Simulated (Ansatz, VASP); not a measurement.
**One calculation of InSb, two programs**

The input INCAR:

```
SYSTEM = InSb
  PREC = Accurate
  ENCUT = 520
  EDIFF = 1E-7
  ISMEAR = -1
  SIGMA = 0.1
  LREAL = .False.
  LASPH = .True.
  NELM = 60
  ALGO = Normal
  ISIF = 2
  LWAVE = .False.
  LCHARG = .False.
  NBANDS = 16
```

Contents of KPOINTS:

```
regular mesh
0
Gamma
  11 11 11
  0 0 0
```

POSCAR

```
InSb
1.0
    0.0000000000      2.8904555160      2.8904555160
    2.8904555160      0.0000000000      2.8904555160
    2.8904555160      2.8904555160      0.0000000000
In Sb
1 1
Direct
    0.0000000000      0.0000000000      0.0000000000
    0.2500000000      0.2500000000      0.2500000000
```

Input for Ansatz:

```yaml
crystal:
  lattice:
    - [0.0, 2.890455516, 2.890455516]
    - [2.890455516, 0.0, 2.890455516]
    - [2.890455516, 2.890455516, 0.0]
  atoms:
    - { symbol: In, position: [0.0, 0.0, 0.0] }
    - { symbol: Sb, position: [0.25, 0.25, 0.25] }
kpoints:
  mp_grid: { grid: [11, 11, 11] }
scf:
  occupations: { method: fermi_dirac, width: 0.1 }
hamiltonian:
  xc: lda
  pseudopotentials: { kind: all_electron, lapw: { basis_error: 0.001 } }
output:
  forces: true
  stress: true
  eigenvalues: true
  populations: true
```

Change from the starting cell: volume scaled by 0.72, LAPW.

Alike in both runs: task single point; functional LDA; k mesh 11 × 11 × 11; occupations fermi-dirac, width 0.1 eV; no spin polarisation.

```csv
,VASP,Ansatz
version,VASP 6.6.1,Ansatz 0.2.0
potentials or method,"VASP PAW LDA potentials, release 64 (In_d, Sb)","all-electron LAPW, scalar-relativistic"
plane-wave cutoff (eV),520,see its input
```

Ansatz gave:

| Item | Value |
| --- | --- |
| pressure (GPa) | 33.5 |

Question: Estimate VASP's values.

Answer: Pressure (GPa): 33.8.

Ansatz ran all-electron here, so the differences hold the error of VASP's frozen core and of both bases.

Caveats: so large a pressure means that the cell lies far from this level's equilibrium, or that cutoff or potentials fall short (VASP); spin-orbit coupling is left out, which moves the levels of the heavy elements; an odd mesh through Γ misses points on the zone boundary, where band edges often lie.
